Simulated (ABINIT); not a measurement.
# Pt (Fm-3m) in ABINIT: settings compared, part 2 of 2

ABINIT 10.8.3 (patched build).

## Step 3: Band structure, r2SCAN

The input, run.abi:

```
# Datasets: ground state, then fixed potential
ndtset 2

# Pseudopotentials
pp_dirpath "./"
pseudos "Pt.LDA_PW-JTH.xml"

# Structure
acell 5.2404588053 5.2404588053 5.2404588053
rprim
     0.0000000000     0.7071067812     0.7071067812
     0.7071067812     0.0000000000     0.7071067812
     0.7071067812     0.7071067812     0.0000000000
ntypat 1
znucl 78
natom 1
typat 1
xred
     0.0000000000     0.0000000000     0.0000000000

# Plane-wave basis
ecut 24.0
pawecutdg 46.0

# Exchange and correlation
ixc -497498
usekden 1
pawxcdev 0

# Bands and occupations
occopt 3
tsmear 0.00183747

# SCF cycle
nstep 100

# Output
iomode 3
prtwf 0
prteig 0
prtebands 0
enunit 1
prtden1 1
prtkden1 1

# Dataset 1
kptopt1 1
ngkpt1 12 12 12
nshiftk1 1
shiftk1 0.0 0.0 0.0
nband1 9
tolvrs1 1.0e-7

# Dataset 2: bands along G-X-W-K-G-L-U-W-L-K
iscf2 -2
getden2 1
getkden2 1
nband2 15
nbdbuf2 4
tolwfr2 1.0e-11
kptopt2 -9
ndivsm2 6
prteig2 1
prtvol2 -3
kptbounds2
     0.0000000000     0.0000000000     0.0000000000
     0.5000000000     0.0000000000     0.5000000000
     0.5000000000     0.2500000000     0.7500000000
     0.3750000000     0.3750000000     0.7500000000
     0.0000000000     0.0000000000     0.0000000000
     0.5000000000     0.5000000000     0.5000000000
     0.6250000000     0.2500000000     0.6250000000
     0.5000000000     0.2500000000     0.7500000000
     0.5000000000     0.5000000000     0.5000000000
     0.3750000000     0.3750000000     0.7500000000
```

Potentials or basis: JTH PAW LDA v2.0.

Launch:

```sh
> abinit run.abi > log 2>&1
```

run.abo:

```text
.Version 10.8.3 of ABINIT
 DATASET    1 : space group Fm -3 m (#225); Bravais cF (face-center cubic)
================================================================================
 Values of the parameters that define the memory need for DATASET  1.
     intxc =       0    ionmov =       0      iscf =      17    lmnmax =      18
     lnmax =       6     mgfft =      24  mpssoang =       3    mqgrid =    3001
     natom =       1  nloc_mem =       2    nspden =       1   nspinor =       1
    nsppol =       1      nsym =      48    n1xccc =       1    ntypat =       1
    occopt =       3   xclevel =       2
       mpw =         584          nfft =       13824          nkpt =          72
 PAW method is used; the additional fine FFT grid is defined by:
   mgfftf=        32    nfftf =     32768
================================================================================
================================================================================

 DATASET    2 : space group Fm -3 m (#225); Bravais cF (face-center cubic)
================================================================================
 Values of the parameters that define the memory need for DATASET  2.
     intxc =       0    ionmov =       0      iscf =      -2    lmnmax =      18
[... 980 lines left out ...]
 kpt#   4, nband= 15, wtk=  1.00000, kpt=  0.0882  0.0000  0.0882 (reduced coord)
  -0.64026    5.22217    5.72527    5.72527    7.36489    7.78335   26.06473   29.48609
  30.51108   30.51108   38.30691   39.86487   39.86489   41.90712   42.91804
 kpt#   5, nband= 15, wtk=  1.00000, kpt=  0.1176  0.0000  0.1176 (reduced coord)
  -0.31493    5.02445    5.89870    5.89870    7.15097    7.86899   26.54429   29.05158
  30.37683   30.37683   38.96605   38.96605   39.30534   40.51044   42.91019
 kpt#   6, nband= 15, wtk=  1.00000, kpt=  0.1471  0.0000  0.1471 (reduced coord)
   0.08831    4.79098    6.11921    6.11921    6.90668    7.97535   27.12767   28.70781
[... 278 lines left out ...]
   3.08885    4.52121    5.91501    6.66309    9.20096   14.12944   15.38715   23.77790
  27.63235   28.41543   38.45836   38.91780   41.82457   45.74314   49.03156
 kpt# 100, nband= 15, wtk=  1.00000, kpt=  0.4125  0.4125  0.6750 (reduced coord)
   3.20589    4.37628    5.77672    7.04465    9.15481   14.63864   15.72628   22.52151
  26.95203   29.06443   38.59799   39.03595   40.79038   47.03174   48.37660
 kpt# 101, nband= 15, wtk=  1.00000, kpt=  0.4000  0.4000  0.7000 (reduced coord)
   3.17659    4.20387    5.88917    7.42388    9.13285   14.90882   16.30196   21.28837
  26.24604   29.68106   38.84761   39.17008   39.85125   48.15356   48.55731
 kpt# 102, nband= 15, wtk=  1.00000, kpt=  0.3875  0.3875  0.7250 (reduced coord)
   3.06875    3.99097    6.16931    7.76003    9.15698   15.18141   16.72051   20.31482
  25.55581   30.19258   38.54774   39.31281   39.70786   48.35081   49.65574
 kpt# 103, nband= 15, wtk=  1.00000, kpt=  0.3750  0.3750  0.7500 (reduced coord)
   2.94370    3.77405    6.48588    8.00593    9.24983   15.57984   16.49093   20.03695
  24.92657   30.56490   37.68859   39.46274   40.34275   48.37607   50.44211

== END DATASET(S) ==============================================================
================================================================================

 -outvars: echo values of variables after computation  --------
            acell      5.2404588053E+00  5.2404588053E+00  5.2404588053E+00 Bohr
           etotal1     2.1477282236E+01
            fcart1    -0.0000000000E+00 -0.0000000000E+00 -0.0000000000E+00
            rprim      0.0000000000E+00  7.0710678120E-01  7.0710678120E-01
                       7.0710678120E-01  0.0000000000E+00  7.0710678120E-01
                       7.0710678120E-01  7.0710678120E-01  0.0000000000E+00
           strten1    -1.7123991437E-04 -1.7123991437E-04 -1.7123991437E-04
                       0.0000000000E+00  0.0000000000E+00  0.0000000000E+00
 Calculation completed.
```

Wall time 2.2 min (1 thread of Arm Neoverse V1, shared host); peak memory 0.11 GiB.

Results:

| Property | Result |
| --- | --- |
| Free energy | 584.4266 eV |
| Pressure | 5.0 GPa |
| Band gap on the k mesh | none (metal or under the smearing width) |
| Valence electrons inside the program's atomic spheres | Pt 8.66 (radii [1.3315] Å) |

Levels at the corners of the path, in eV from the Fermi level:
```tsv
point	band 3	band 4	band 5	band 6	band 7	band 8
Γ	-3.93	-3.93	-1.76	-1.76	15.99	21.13
X	-0.07	0.51	0.51	1.98	9.31	12.14
W	-4.71	-2.11	0.51	7.56	8.72	8.72
K	-2.94	-1.42	-0.18	6.15	7.07	10.61
Γ	-3.93	-3.93	-1.76	-1.76	15.99	21.13
L	-4.02	-0.30	0.01	0.01	6.14	15.53
U	-2.94	-1.42	-0.18	6.15	7.07	10.61
W	-4.71	-2.11	0.51	7.56	8.72	8.72
L	-4.02	-0.30	0.01	0.01	6.14	15.53
K	-2.94	-1.42	-0.18	6.15	7.07	10.61
```

Caveat: totals of a meta-GGA on PAW files have another zero than those of a GGA; the PAW data sets were made with another functional, which shifts forces and pressure a little; spin-orbit coupling is left out, which moves the levels of the heavy elements.

## Step 4: Equation of state, PW91+D4

The input, run.py:

```python
import json, os
import numpy as np
from ase.eos import EquationOfState
from ase.units import GPa
from ase.calculators.mixing import SumCalculator
from dftd4.ase import DFTD4
from ase.calculators.abinit import Abinit, AbinitProfile
from ase import Atoms

atoms = Atoms(['Pt'],
              cell=[[0.0, 1.9609, 1.9609], [1.9609, 0.0, 1.9609], [1.9609, 1.9609, 0.0]],
              scaled_positions=[[0.0, 0.0, 0.0]],
              pbc=True)

profile = AbinitProfile(command='abinit', pp_paths=[os.path.abspath('pseudos')])
params = dict(
    pps='pawxml', xc='PBE',
    ecut=435.3822,
    pawecutdg=870.7644,
    kptopt=1,
    ngkpt=[12, 12, 12],
    nshiftk=1,
    shiftk=[0.0, 0.0, 0.0],
    ixc=-109134,
    nband=9,
    occopt=3,
    tsmear=0.05,
    nstep=100,
    tolvrs=1e-09,
    prtwf=0,
    prtden=0,
)

cell0 = atoms.cell.copy()
volumes, energies = [], []
for i, x in enumerate([0.94, 0.96, 0.98, 1.0, 1.02, 1.04, 1.06]):
    atoms.set_cell(cell0 * x ** (1 / 3), scale_atoms=True)
    atoms.calc = SumCalculator([Abinit(profile=profile, directory=f'v{i}', **params), DFTD4(method='pw91')])
    volumes.append(atoms.get_volume() / len(atoms))
    dft, disp = atoms.calc.mixer.calcs
    energies.append((dft.get_property('free_energy', atoms) + disp.get_property('energy', atoms)) / len(atoms))
    print(f'{x:5.2f} {volumes[-1]:10.5f} A^3/atom {energies[-1]:14.6f} eV/atom', flush=True)
    json.dump(dict(volumes=volumes, energies=energies), open('results.json', 'w'))
v0, e0, b0 = EquationOfState(volumes, energies, eos='birchmurnaghan').fit()
print(f'V0 {v0:.4f} A^3/atom  E0 {e0:.6f} eV/atom  B0 {b0 / GPa:.2f} GPa')
```

Potentials or basis: JTH PAW PBE v2.0.

Launch:

```sh
> python run.py
```

Run time: 2.3 min. Hardware: 1 thread of Arm Neoverse V1, shared host; peak memory 0.11 GiB.

The run converged. Its results:

| Property | Result |
| --- | --- |
| Equilibrium volume | 15.41 Å³/atom |
| Bulk modulus | 266 GPa |
| Pressure derivative of the bulk modulus | 5.6 (rough: it moves with the points fitted) |

Energy against volume, from the lowest point:
| volume (Å³/atom) | energy (meV/atom) |
| --- | --- |
| 14.175 | 98.63 |
| 14.477 | 54.07 |
| 14.778 | 23.36 |
| 15.080 | 5.93 |
| 15.381 | 0.00 |
| 15.683 | 3.82 |
| 15.985 | 16.16 |

Caveat: pressures at fixed basis lie under the slope of the energies; the log and the count of SCF iterations are those of the last ABINIT call alone; the PAW data sets were made with another functional, which shifts forces and pressure a little. The run has no spin-orbit coupling, so splittings on Pt are missing.

## Step 5: Equation of state, HCTH407

The input, run.abi:

```
ndtset 7
getwfk -1
scalecart1 3*0.9795861087
scalecart2 3*0.9864848297
scalecart3 3*0.9932883884
scalecart4 3*1.0000000000
scalecart5 3*1.0066227096
scalecart6 3*1.0131594038
scalecart7 3*1.0196128224

pp_dirpath "./"
pseudos "Pt.GGA_PBE-JTH.xml"

acell 5.2404588053 5.2404588053 5.2404588053
rprim
     0.0000000000     0.7071067812     0.7071067812
     0.7071067812     0.0000000000     0.7071067812
     0.7071067812     0.7071067812     0.0000000000
ntypat 1
znucl 78
natom 1
typat 1
xred
     0.0000000000     0.0000000000     0.0000000000

ecut 16.0
pawecutdg 32.0

kptopt 1
ngkpt 12 12 12
nshiftk 1
shiftk 0.0 0.0 0.0

ixc 27

nband 9
occopt 3
tsmear 0.05 eV

nstep 100
tolvrs 1.0e-9

iomode 3
prtwf 1
prtden 0
prteig 0
prtebands 0
```

Launch:

```sh
> abinit run.abi > log 2>&1
```

Wall time 82 s (1 thread of Arm Neoverse V1, shared host); peak memory 0.13 GiB.

The run converged. Its results:

```
Equilibrium volume                      : 15.35 Å³/atom
Bulk modulus                            : 223 GPa
Pressure derivative of the bulk modulus : 5.7
```

Energy against volume, from the lowest point:
| volume (Å³/atom) | energy (meV/atom) |
| --- | --- |
| 14.175 | 74.14 |
| 14.477 | 38.96 |
| 14.778 | 15.76 |
| 15.080 | 3.23 |
| 15.381 | 0.00 |
| 15.683 | 4.81 |
| 15.985 | 16.82 |

Caveat: pressures at fixed basis lie under the slope of the energies; the PAW data sets were made with another functional, which shifts forces and pressure a little. Spin-orbit coupling is left out, which matters for the levels of Pt.

## Step 6: For comparison

An earlier run on the cell as given: functional PBE; potentials or basis JTH PAW PBE v2.0; cutoff 435 eV; k mesh 12 × 12 × 12; occupations fermi-dirac, width 0.05 eV; no spin polarisation.

* Pressure: 11.1 GPa
* Band gap on the k mesh: none (metal or under the smearing width)
* Valence electrons inside the program's atomic spheres: Pt 8.65 (radii [1.3315] Å)

## Step 7: Summary

```csv
task,level,potentials or basis,cutoff (eV),dispersion computed by,fine-grid cutoff,gap on the mesh (eV),pressure (GPa),V0 of scaled cells (Å³/atom),B0 (GPa)
equation of state,BP86+D4,JTH PAW PBE v2.0,435,dftd4 4.3.1,870.764 eV,-,-,15.05,287
band structure,r2SCAN,JTH PAW LDA v2.0,653,-,1251.72 eV,none,5.0,-,-
equation of state,PW91+D4,JTH PAW PBE v2.0,435,dftd4 4.3.1,870.764 eV,-,-,15.41,266
equation of state,HCTH407,JTH PAW PBE v2.0,435,-,870.764 eV,-,-,15.35,223
single point,PBE,JTH PAW PBE v2.0,435,-,870.764 eV,none,11.1,-,-
```

Alike in all rows: no spin polarisation; cell as given; k mesh 12 × 12 × 12; smearing fermi-dirac 0.05 eV.

Caveats: the PAW data sets were made with another functional, which shifts forces and pressure a little (some runs); pressures at fixed basis lie under the slope of the energies (some runs); totals of a meta-GGA on PAW files have another zero than those of a GGA (some runs); spin-orbit coupling is left out, which moves the levels of the heavy elements (some runs).

Total energies depend on the potentials used, so only differences within one code and one set of settings carry meaning.
